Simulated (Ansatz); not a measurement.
Slab: MoS2, a slab with vacuum.

```
Mo S
1.0
     3.18402    0.00000    0.00000
    -1.59201    2.75744    0.00000
     0.00000    0.00000   28.38732
Mo S
3 6
Direct
  0.33333 0.66667 0.22816
  0.33333 0.66667 0.77184
  0.66667 0.33333 0.00000
  0.66667 0.33333 0.17349
  0.66667 0.33333 0.71719
  0.33333 0.66667 0.94533
  0.66667 0.33333 0.28281
  0.66667 0.33333 0.82651
  0.33333 0.66667 0.05467
```

Base run:

- Program: Ansatz 0.2.0
- Functional: PBEsol
- Potentials or basis: Ansatz PAW
- Cutoff: 420 eV (not typed: the program's choice for these potentials)
- k mesh: 10 × 10 × 1
- Occupations: fermi-dirac, width 0.05 eV
- Spin: no spin polarisation

Its results: band gap on the k mesh 1.29 eV, indirect (least direct gap 1.88 eV); largest force 0.150 eV/Å.

Problem. The run is repeated on the same cell with these changes: functional from PBEsol to r2SCAN; cutoff from 420 eV (not typed: the program's choice for these potentials) to 500 eV (not typed: the program's choice for these potentials). What comes out?

Solution. Band gap on the k mesh 1.38 eV, indirect (least direct gap 1.99 eV); largest force 0.017 eV/Å.

Caveats: the PAW data sets come from PBE, with cores solved anew for the run's functional, which leaves a small shift of forces and pressure; the density of states is complete only up to the lowest level of the last band computed.

A k mesh can miss the band edges.
